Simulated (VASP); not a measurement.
Write the native input for VASP 6.6.1 that does the following.

```yaml
Task: relaxation of cell and atoms
Functional: PBE
Dispersion: D3(BJ)
Potentials_or_basis: VASP PAW PBE potentials, release 64 (K_sv, Cl)
Cutoff: 600 eV
k_mesh: 8 × 8 × 8
Occupations: gaussian, width 0.03 eV
Spin: no spin polarisation
Further_INCAR_settings: ALGO = Normal; EDIFF = 1e-07; IBRION = 2; EDIFFG = -0.005; NSW = 90; ISIF = 3
```

The structure of KCl (Sylvite) lies in POSCAR:

```
KCl                                     
1.0
    0.0000000000      3.1376570673      3.1376570673
    3.1376570673     -0.0000000000      3.1376570673
    3.1376570673      3.1376570673      0.0000000000
  K               Cl            
     1     1
Direct
     0.0000000000000000    0.0000000000000000    0.0000000000000000
     0.5000000000000000    0.5000000000000000    0.5000000000000000
```

These files were run (other wordings do the same):

INCAR

```
PREC = Accurate ; ENCUT = 600
EDIFF = 1E-7 ; ISMEAR = 0
SIGMA = 0.03 ; LREAL = False
LASPH = True ; NELM = 80
ALGO = Normal ; ISIF = 3
LWAVE = False ; LCHARG = False
GGA = PE ; IVDW = 12
IBRION = 2 ; NSW = 90
EDIFFG = -0.005
```

KPOINTS

```
regular mesh
0
Gamma
  8 8 8
```

Potentials or basis: VASP PAW PBE potentials, release 64 (K_sv, Cl).

Run with:

```bash
$ cat potpaw_PBE.64/K_sv/POTCAR potpaw_PBE.64/Cl/POTCAR > POTCAR
$ mpirun -np 1 vasp_std > vasp.out
```

It gave:

```yaml
Relaxed_volume: 30.86 Å³/atom
Relaxed_cell: a = 4.436 Å, b = 4.436 Å, c = 4.436 Å, α = 60.00°, β = 60.00°, γ = 60.00°
Space_group_after_relaxing_to_0.05_Å: Fm-3m (No. 225)
Energy_gained_by_relaxing: 0.0 meV/atom
Ionic_steps: 2
Pressure_after_relaxing: 0.0 GPa
Band_gap_on_the_k_mesh: 5.22 eV, direct
Dispersion_energy_per_atom: -0.196 eV
```

It took 25 s on 1 thread of Intel(R) Xeon(R) Platinum 8559C (Emerald Rapids), with other jobs on the host, peak memory 0.23 GiB.
